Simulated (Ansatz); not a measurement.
# How the conductance of NiSi2/Si/CoSi2 changes with thickness, part 3 of 3

Wanted: T(E), the conductance and its decay constant for NiSi2/Si/CoSi2. The lower electrode is NiSi2 fluorite(111) turned by 180 degrees (type B), the upper one CoSi2 fluorite(111) turned by 180 degrees (type B); the barrier is Si diamond(111) (whole bilayers). In the first transport cell, after relaxation, the nearest pair of electrode and barrier is Si–Si at 2.37 Å, along the normal, at the lower face and Si–Si at 2.39 Å, along the normal, at the upper one. All share a net of side 3.84 Å, which strains the lower electrode by +0.0 %, the upper one by +1.3 % and the barrier by -0.7 %, against typed lattice constants near PBE's. The first steps treat the bulk electrodes alone.

Ansatz 0.2.0; PBE DFT, plane waves, PAW files (the session's first sound run).

So far, transmission at the Fermi level (a spin, zone mean): step 5 (the open system: T(E)) 0.0759; step 6 (conductance on a fine mesh, atomic planes in the barrier 4, gap between the …) 0.124; step 7 (conductance on a fine mesh, 57 atoms) 0.0648; step 9 (conductance on a fine mesh, atomic planes in the barrier 12, gap between the …) 0.00898.

**13. A check of the settings, 57 atoms**

This step: PBE DFT, plane waves, PAW files; ballistic transmission by layer matching between semi-infinite leads; changed: output.transmission.e_range = [-80, 80], output.transmission.de = 5 (Ansatz 0.2.0).

System of this step: NiSi2/Si/CoSi2. The cell holds 57 atoms: 40 Si, 8 Ni and 9 Co. Its edges and angles: a = 3.840 Å, b = 3.840 Å, c = 76.580 Å, α = 90.0°, β = 90.0°, γ = 120.0°. Regions: left electrode, 25 atoms (17 Si and 8 Ni); barrier, 6 atoms (6 Si); right electrode, 26 atoms (17 Si and 9 Co). Vacuum lies along c.

This run repeats an earlier one, its twin (the spectrum run, 6 atomic planes between the electrodes), with two settings changed (output.transmission.e_range, output.transmission.de; files written aside). The setting was drawn as a possible misstep, on purpose. Where the input is shown as a difference, that is against the step before, not the twin.

File input.yaml:

```yaml
crystal:
  lattice:
    - [3.84, 0.0, 0.0]
    - [-1.92, 3.3255375505, 0.0]
    - [0.0, 0.0, 76.58001516]
  atoms:
    - { symbol: Si, position: [0.0, 0.0, 0.0914076601] }
    - { symbol: Si, position: [0.33333333, 0.66666667, 0.1118009329] }
    - { symbol: Ni, position: [0.0, 0.0, 0.1222542476] }
    - { symbol: Si, position: [0.66666667, 0.33333333, 0.1327075623] }
    - { symbol: Si, position: [0.0, 0.0, 0.153100835] }
    - { symbol: Ni, position: [0.66666667, 0.33333333, 0.1635541497] }
    - { symbol: Si, position: [0.33333333, 0.66666667, 0.1740074644] }
    - { symbol: Si, position: [0.66666667, 0.33333333, 0.1944007372] }
[... 45 atom lines left out ...]
    - { symbol: Co, position: [0.66666667, 0.33333333, 0.868562062] }
    - { symbol: Si, position: [0.33333333, 0.66666667, 0.8783072284] }
    - { symbol: Si, position: [0.66666667, 0.33333333, 0.8988471735] }
    - { symbol: Co, position: [0.33333333, 0.66666667, 0.9085923399] }
kpoints:
  mp_grid: { grid: [8, 8, 1] }
scf:
  occupations: { method: fermi_dirac, width: 0.1 }
  max_iter: 150
hamiltonian:
  xc: pbe
output:
  transmission:
    kmesh: [12, 12]
    e_range: [-80, 80]
    de: 5
    leads: [[10, 13], [43, 46]]
  dos: { projected: true, e_range: [-6, 5], de: 0.05 }
  write_potential: true
  write_density: true
  volumetric_format: npy
```

Command:

```bash
$ ansatz run input.yaml --threads 8 --pin off --max-ram 24576MiB --backend cpu --events-out ev --progress --plain --runs-dir out
```

Run time: 0.05 s. Hardware: 8 threads of Arm Neoverse V2, shared host; peak memory 0.092 GiB.

The input was rejected at the start.

The program's message: “Error: inconsistent input (output.transmission.e_range, basis.ecutwfc): energies over 52 eV from the Fermi level are not served at this cutoff: ask for nearer ones, or raise it”

The change that led to it: output.transmission.e_range = [-80, 80] and output.transmission.de = 5.

**14. A repeat with changed settings, 55 atoms**

This step: PBE DFT, plane waves, PAW files; ballistic transmission by layer matching between semi-infinite leads; changed: kpoints.mp_grid.grid = [8, 7, 2] (Ansatz 0.2.0).

System of this step: NiSi2/Si/CoSi2. The cell holds 55 atoms: 38 Si, 8 Ni and 9 Co. Its edges and angles: a = 3.840 Å, b = 3.840 Å, c = 73.406 Å, α = 90.0°, β = 90.0°, γ = 120.0°. Regions: left electrode, 25 atoms (17 Si and 8 Ni); barrier, 4 atoms (4 Si); right electrode, 26 atoms (17 Si and 9 Co). Vacuum lies along c.

This run repeats an earlier one, its twin (the conductance run, 4 atomic planes between the electrodes), with one setting changed (kpoints.mp_grid.grid; files written aside). The setting was drawn as a possible misstep, on purpose. Where the input is shown as a difference, that is against the step before, not the twin.

File input.yaml:

```yaml
crystal:
  lattice:
    - [3.84, 0.0, 0.0]
    - [-1.92, 3.3255375505, 0.0]
    - [0.0, 0.0, 73.4064270011]
  atoms:
    - { symbol: Si, position: [0.0, 0.0, 0.0953594976] }
    - { symbol: Si, position: [0.33333333, 0.66666667, 0.1166344349] }
    - { symbol: Ni, position: [0.0, 0.0, 0.127539679] }
    - { symbol: Si, position: [0.66666667, 0.33333333, 0.138444923] }
    - { symbol: Si, position: [0.0, 0.0, 0.1597198603] }
    - { symbol: Ni, position: [0.66666667, 0.33333333, 0.1706251043] }
    - { symbol: Si, position: [0.33333333, 0.66666667, 0.1815303484] }
    - { symbol: Si, position: [0.66666667, 0.33333333, 0.2028052857] }
[... 43 atom lines left out ...]
    - { symbol: Co, position: [0.33333333, 0.66666667, 0.8628795911] }
    - { symbol: Si, position: [0.0, 0.0, 0.8730460713] }
    - { symbol: Si, position: [0.33333333, 0.66666667, 0.8944740222] }
    - { symbol: Co, position: [0.0, 0.0, 0.9046405024] }
kpoints:
  mp_grid: { grid: [8, 7, 2] }
scf:
  occupations: { method: fermi_dirac, width: 0.1 }
  max_iter: 150
hamiltonian:
  xc: pbe
output:
  transmission:
    kmesh: [24, 24]
    e_range: [-0.26, 0.27]
    de: 0.0375
    leads: [[10, 13], [41, 44]]
```

Run time: 10 min. Hardware: 8 threads; peak memory 16 GiB.

The run was cut off at the time limit after its SCF cycle had converged; no result of it is taken.

The program's message: “Error: SIGTERM received: cancelled by the caller after 705 completed steps of the transmission, in an analysis behind the self-consistent cycle: that cycle's result was reported, and what else the dec …”

The fault put into the input: a mesh that breaks the symmetry (kpoints.mp_grid.grid = [8, 7, 2]).

**15. Outcome**

| Property | Result |
| --- | --- |
| 1/G at 8.73 Å gap | 0.0132 Ω um² |
| 1/G at 24.6 Å gap | 0.284 Ω um² |
| decay constant β | 0.19 Å⁻¹ |

What this shows: A fit of ln G against d gives β = 0.19 Å⁻¹, and step by step the slopes are 0.20, 0.22, 0.19 and 0.17 Å⁻¹. They differ by more than a fifth, so the fit is an average; how much of this is a real bend and how much error of the runs wasn't traced. At the Fermi level the layers of the barrier in the wide-window run (6 planes) hold from 0.062 to 0.15 states an eV and atom: none is empty there, through tails of the electrodes' states or through bands of its own. The program's largest error estimate on these conductances is 55 %, from the mesh across the current, in the run that gave 3.5e12 S/m². No spin-orbit coupling, phonons, disorder or image charges enter; the interfaces are ordered, one cell wide and lattice-matched by strain. Semilocal gaps are too small, which can bring a band edge of the barrier nearer to the Fermi level than it is.

[Logs are printed without paths, hosts, clocks, repeated set-up lines and the standing remarks that a program may print on its own settings, such as how far it seeks lower states.]

[Hosts, paths, dates, database ids (printed as entryN), source tags and the programs' standing remarks are cut or masked in the printed files.]
